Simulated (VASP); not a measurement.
# Cl (Cmce) in VASP: further runs, part 3 of 3

VASP 6.6.1.

## Step 6: Relaxation of cell and atoms, PBE, target pressure 42 GPa, at which the enthalpy is minimised

INCAR reads:

```
PREC = Accurate
ENCUT = 600
EDIFF = 1E-6
ISMEAR = 0
SIGMA = 0.03
LREAL = F
LASPH = T
NELM = 80
ALGO = Normal
ISIF = 3
LWAVE = F
LCHARG = F
GGA = PE
IBRION = 2
NSW = 90
EDIFFG = -0.01
PSTRESS = 420.0
```

KPOINTS reads:

```
Automatic mesh
0
Gamma
  8 8 4
```

POSCAR reads:

```
Cl
1.0
    3.1450000000     -2.2500000000      0.0000000000
    3.1450000000      2.2500000000      0.0000000000
    0.0000000000      0.0000000000      8.2100000000
Cl
4
Direct
    0.8700000000      0.1300000000      0.1000000000
    0.6300000000      0.3700000000      0.6000000000
    0.1300000000      0.8700000000      0.9000000000
    0.3700000000      0.6300000000      0.4000000000
```

Potentials or basis: VASP PAW PBE potentials, release 64 (Cl).

The run is started by

```sh
$ cat potpaw_PBE.64/Cl/POTCAR > POTCAR
$ mpirun -np 1 vasp_std > vasp.out
```

OUTCAR:

```text
PREC = Accurate
   ENCUT = 600
   EDIFF = 1E-6
   ISMEAR = 0
   LREAL = F
   LASPH = T
   NELM = 80
   ISIF = 3
   GGA = PE
   IBRION = 2
   NSW = 90
   EDIFFG = -0.01
   PSTRESS = 420.0

 ion  position               nearest neighbor table
   1  0.870  0.130  0.100-   3 2.02
   2  0.630  0.370  0.600-   4 2.02
   3  0.130  0.870  0.900-   1 2.02
   4  0.370  0.630  0.400-   2 2.02

  LATTYP: Found a base centered orthorhombic cell.
 ALAT       =     4.5000000000
 B/A-ratio  =     1.3977777778
 C/A-ratio  =     1.8244444444

  Lattice vectors:

 A1 = (  -3.1450000000,  -2.2500000000,   0.0000000000)
 A2 = (   3.1450000000,  -2.2500000000,   0.0000000000)
 A3 = (   0.0000000000,   0.0000000000,   8.2100000000)

[... 178 lines left out ...]
  ext. energy  EPLUGINS =         0.00000000
  ---------------------------------------------------
  free energy    TOTEN  =        -7.31415179 eV

  energy without entropy =       -7.31415179  energy(sigma->0) =       -7.31415179

 E-fermi :  -0.4598     XC(G=0):  -7.7357

 val. band max:       -0.6217761377   @ k =   0.5000   0.5000   0.0000
 cond. band min:       1.9127198061   @ k =   0.1250   0.0000   0.0000
 fundamental gap:      2.5344959439
 Fermi energy:        -0.4597519557
[... 1644 lines left out ...]
     17      21.8265      0.00000
     18      23.4250      0.00000

 [... further k-points ...]

[... ionic steps 4 to 30 ...]

--------------------------------------- Ionic step       31  -------------------------------------------

 number of electron      28.0000002 magnetization

------------------------ aborting loop because EDIFF is reached ----------------------------------------
[... 75 lines left out ...]
--------------------------------------- Ionic step       33  -------------------------------------------

 number of electron      28.0000002 magnetization

 Free energy of the ion-electron system (eV)
  ---------------------------------------------------
  ext. energy  EPLUGINS =         0.00000000
  ---------------------------------------------------
  free energy    TOTEN  =        -3.64130284 eV

  energy without entropy =       -3.64130284  energy(sigma->0) =       -3.64130284

 E-fermi :   7.6796     XC(G=0): -11.4150

 val. band max:        7.5250542340   @ k =   0.5000   0.0000   0.5000
 cond. band min:       9.0182622050   @ k =   0.5000   0.5000   0.2500
 fundamental gap:      1.4932079710
 Fermi energy:         7.6796069865
[... 539 lines left out ...]
  energy  without entropy=       -3.6413028351  energy(sigma->0) =       -3.64130284

  enthalpy is  TOTEN    =        11.3663698435 eV   P V=       15.0076726786

 reached required accuracy - stopping structural energy minimisation
```

OSZICAR:

```text
N       E                     dE             d eps       ncg     rms          rms(c)
DAV:   1     0.206890091249E+03    0.20689E+03   -0.13301E+04  2268   0.147E+03
[... 296 lines left out ...]
  32 F= 0.11366396E+02 E0= 0.11366396E+02  d E =-.947616E-04
       N       E                     dE             d eps       ncg     rms          rms(c)
DAV:   1    -0.364135633309E+01    0.23986E-02   -0.50847E-03  2268   0.465E-01    0.824E-02
DAV:   2    -0.364132368131E+01    0.32652E-04   -0.15221E-04  2698   0.936E-02    0.251E-02
DAV:   3    -0.364130569182E+01    0.17989E-04   -0.17620E-05  2584   0.300E-02    0.109E-02
DAV:   4    -0.364130271610E+01    0.29757E-05   -0.85959E-06  2390   0.203E-02    0.317E-03
DAV:   5    -0.364130283509E+01   -0.11899E-06   -0.42326E-07  1204   0.505E-03
  33 F= 0.11366370E+02 E0= 0.11366370E+02  d E =-.261773E-04
```

CONTCAR:

```text
Cl
   1.00000000000000
     2.4581666245252141   -1.6233557886699437   -0.0000000000000000
     2.4581666245252141    1.6233557886699437    0.0000000000000000
     0.0000000000000000    0.0000000000000000    7.1733102313791033
  Cl
     4
Direct
     0.8340924343001455    0.1659075656998548    0.1183445954711750
     0.6659075656998547    0.3340924343001453    0.6183445954711750
     0.1659075656998548    0.8340924343001455    0.8816554045288250
     0.3340924343001453    0.6659075656998545    0.3816554045288250

  0.00000000E+00  0.00000000E+00  0.00000000E+00
  0.00000000E+00  0.00000000E+00  0.00000000E+00
  0.00000000E+00  0.00000000E+00  0.00000000E+00
  0.00000000E+00  0.00000000E+00  0.00000000E+00
```

It took 32 min on 1 thread of Intel Xeon Platinum 8488C (Sapphire Rapids), shared host; peak memory 0.33 GiB.

What came out:

| Quantity | Value |
| --- | --- |
| Free energy | -3.6413 eV |
| Relaxed volume | 14.31 Å³/atom |
| Relaxed cell | a = 2.946 Å, b = 2.946 Å, c = 7.173 Å, α = 90.00°, β = 90.00°, γ = 66.88° |
| Space group after relaxing (to 0.05 Å) | Cmce (No. 64) |
| Energy change on relaxing (the enthalpy is what falls) | +918.2 meV/atom |
| Ionic steps | 33 |
| Pressure after relaxing | 42.0 GPa |
| Largest force after relaxing | 0.006 eV/Å |
| Band gap on the k mesh | 1.49 eV, indirect (least direct gap 1.92 eV) |

Forces in eV/Å, atoms in the order of the input:
```
Cl   0.000  0.001  0.006
Cl   0.000 -0.001  0.006
Cl   0.000 -0.001 -0.006
Cl   0.000  0.001 -0.006
```

The path:
| step | energy change (eV) | largest force (eV/Å) | pressure (GPa) | volume (Å³) |
| --- | --- | --- | --- | --- |
| 1 | 0.0000 | 0.1742 | 0.33 | 116.19 |
| 2 | 61.0568 | 98.5574 | 738.16 | 29.82 |
| 3 | 1.9142 | 6.4239 | 23.24 | 80.59 |
| 4 | 2.6438 | 7.9966 | 30.15 | 76.29 |
| 5 | 3.8816 | 10.4251 | 41.69 | 70.85 |
| 6 | 16.7479 | 4.5775 | 186.72 | 37.49 |
| 7 | 4.6407 | 4.0271 | 57.78 | 56.41 |
| 8 | 5.2189 | 2.7023 | 64.23 | 53.73 |
| 9 | 2.1587 | 0.9783 | 19.48 | 66.14 |
| 10 | 3.3836 | 0.5220 | 39.52 | 58.95 |
| 11 | 3.4327 | 0.5707 | 40.22 | 58.76 |
| 12 | 3.4598 | 0.5985 | 40.57 | 58.65 |
| 13 | 3.6384 | 0.3982 | 42.16 | 57.80 |
| 14 | 4.0340 | 0.3347 | 45.74 | 56.19 |
| 15 | 3.9127 | 0.2968 | 44.07 | 56.53 |
| 16 | 3.6720 | 0.3683 | 40.40 | 57.36 |
| 17 | 3.7165 | 0.3327 | 41.13 | 57.18 |
| 18 | 3.7594 | 0.1375 | 42.72 | 56.97 |
| 19 | 3.7648 | 0.1301 | 42.88 | 56.95 |
| 20 | 3.6860 | 0.1133 | 42.05 | 57.24 |
| 21 | 3.5703 | 0.0919 | 40.82 | 57.67 |
| 22 | 3.5875 | 0.0658 | 41.12 | 57.60 |
| 23 | 3.6449 | 0.0671 | 42.03 | 57.36 |
| 24 | 3.6515 | 0.0744 | 42.14 | 57.34 |
| 25 | 3.6446 | 0.0277 | 41.74 | 57.36 |
| 26 | 3.6449 | 0.0280 | 41.77 | 57.36 |
| 27 | 3.6674 | 0.0214 | 41.93 | 57.27 |
| 28 | 3.6970 | 0.0155 | 42.23 | 57.16 |
| 29 | 3.6870 | 0.0171 | 42.27 | 57.20 |
| 30 | 3.6772 | 0.0191 | 42.16 | 57.23 |
| 31 | 3.6732 | 0.0067 | 42.03 | 57.25 |
| 32 | 3.6704 | 0.0015 | 41.97 | 57.26 |
| 33 | 3.6729 | 0.0059 | 42.03 | 57.25 |

Final structure:
```cif
data_structure
_symmetry_space_group_name_H-M 'P 1'
_symmetry_Int_Tables_number 1
_cell_length_a 2.9458
_cell_length_b 2.9458
_cell_length_c 7.1733
_cell_angle_alpha 90.000
_cell_angle_beta 90.000
_cell_angle_gamma 66.881
_cell_volume 57.25
loop_
_atom_site_label
_atom_site_type_symbol
_atom_site_fract_x
_atom_site_fract_y
_atom_site_fract_z
_atom_site_occupancy
Cl1 Cl 0.83409 0.16591 0.11834 1
Cl2 Cl 0.66591 0.33409 0.61834 1
Cl3 Cl 0.16591 0.83409 0.88166 1
Cl4 Cl 0.33409 0.66591 0.38166 1
```

Caveat: the cell is relaxed towards a set pressure, so the enthalpy falls and the energy may rise; the volume moved by over 15 % at a fixed basis, so the end points are rough. A k mesh can miss the band edges.

## Step 7: Summary

| level | cell | target pressure | gap on the mesh (eV) | pressure (GPa) | relaxed volume (Å³/atom) |
| --- | --- | --- | --- | --- | --- |
| PBE+D3(BJ) | relaxed | - | 2.34 | 0.0 | 27.23 |
| PBE | relaxed | - | 2.41 | 0.0 | 35.45 |
| PBE | relaxed to 42 GPa | 42 GPa | 1.49 | 42.0 | - |

Alike in all rows: task relaxation of cell and atoms; potentials or basis VASP PAW PBE potentials, release 64 (Cl); no spin polarisation; k mesh 8 × 8 × 4; cutoff (eV) 600; smearing gaussian 0.03 eV.

Caveats: the cell is relaxed towards a set pressure, so the enthalpy falls and the energy may rise (some runs); the volume moved by over 15 % at a fixed basis, so the end points are rough (some runs).

Absolute energies hang on the potentials; compare differences alone.
